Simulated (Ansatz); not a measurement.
I need the levels without and with spin-orbit coupling of CdS, space group F-43m. Use the Ansatz DFT code, driven from Python. Use (first run): PBEsol, PAW, cutoff 517 eV, 6×6×6 k-points, fixed occupations.

Contents of `POSCAR`:
```text
CdS
1.0
   0.00000000    2.91650000    2.91650000
   2.91650000    0.00000000    2.91650000
   2.91650000    2.91650000    0.00000000
Cd S
1 1
Direct
   0.00000000    0.00000000    0.00000000
   0.25000000    0.25000000    0.25000000
```

The script, `soc_cds.py`:
```python
'''Levels of CdS without and with spin-orbit coupling.'''

import ansatz as az
from ase.io import read

atoms = read('POSCAR', format='vasp')
structure = az.Crystal.from_ase(atoms)

setup = (
    structure.calculation()
    .kpoints(6, 6, 6)
    .occupations(az.OccupationsMethod.FIXED)
    .functional('pbesol')
    .basis(38 * az.Ry)
    .band_table()
)
for label, variant in (('scalar-relativistic', setup), ('spin-orbit', setup.spin(soc=True))):
    summary = variant.run(threads=1, backend='cpu').report
    zero = summary['band_edges_ev'][0] if summary.get('band_edges_ev') else summary['fermi_energy_ev']
    near = [round(e - zero, 3) for e in summary['eigenvalues_ev'][0] if abs(e - zero) < 2]
    print(label)
    print('  band edges (eV):', [round(e, 3) for e in summary.get('band_edges_ev') or []] or 'none reported')
    print('  levels at k =', summary['kpoints_frac'][0], 'within 2 eV of the zero:', near)
```

Output of `python soc_cds.py`:
```text
scalar-relativistic
  band edges (eV): [6.806, 7.808]
  levels at k = [0.0, 0.0, 0.0] within 2 eV of the zero: [-0.0, -0.0, 0.0, 1.002]
spin-orbit
  band edges (eV): [6.822, 7.809]
  levels at k = [0.0, 0.0, 0.0] within 2 eV of the zero: [-0.044, -0.044, -0.0, -0.0, -0.0, 0.0, 0.987, 0.987]
```

What to keep in mind:
- The structure is a deposited one; some such entries were measured under pressure or heat, so a shift against it needn't be the functional's error alone.
- Gaps and levels are Kohn-Sham values on a finite set of k-points.
- With spin-orbit coupling each level holds one electron and, with inversion or at time-reversal points, comes in pairs; a window in energy can cut a split set.
- Finished in 8.5 s on 1 thread of Intel(R) Xeon(R) Processor @ 2.30GHz (shared host), peak memory 0.69 GiB.
